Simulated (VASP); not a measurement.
Runs of VASP 6.6.1 on C. It takes space group Fd-3m (No. 227, cubic). Conventional cell: a = 3.555 Å, b = 3.555 Å, c = 3.555 Å, α = 90.00°, β = 90.00°, γ = 90.00°. Around C (site symmetry -43m) lie 4 C at 1.54 Å. This isn't the form of C at room conditions, which is graphite.

```tsv
task	level	potentials or basis	cell	cutoff (eV)	gap on the mesh (eV)	pressure (GPa)
band structure	r2SCAN	VASP PAW PBE potentials, release 64 (C)	Fd-3m, 5.62 Å³/atom	520	4.34	(a)
relaxation of cell and atoms	PBEsol	VASP PAW PBE potentials, release 64 (C)	relaxed	600	4.03	0.0
band structure	LDA	VASP PAW LDA potentials, release 64 (C)	Fd-3m, 5.62 Å³/atom	520	4.12	-7.3
band structure	TB-mBJ	VASP PAW PBE potentials, release 64 (C)	Fd-3m, 5.62 Å³/atom	520	(b)	-
```

Alike in all rows: no spin polarisation; k mesh 14 × 14 × 14; smearing gaussian 0.03 eV.

Q: Estimate the missing entries.

A: (a) 3.2; (b) 4.97.

Caveats: the PAW data sets were made with another functional, which shifts forces and pressure a little (some runs).

A k mesh can miss the band edges.

Runs at the PBE level aren't shown here.
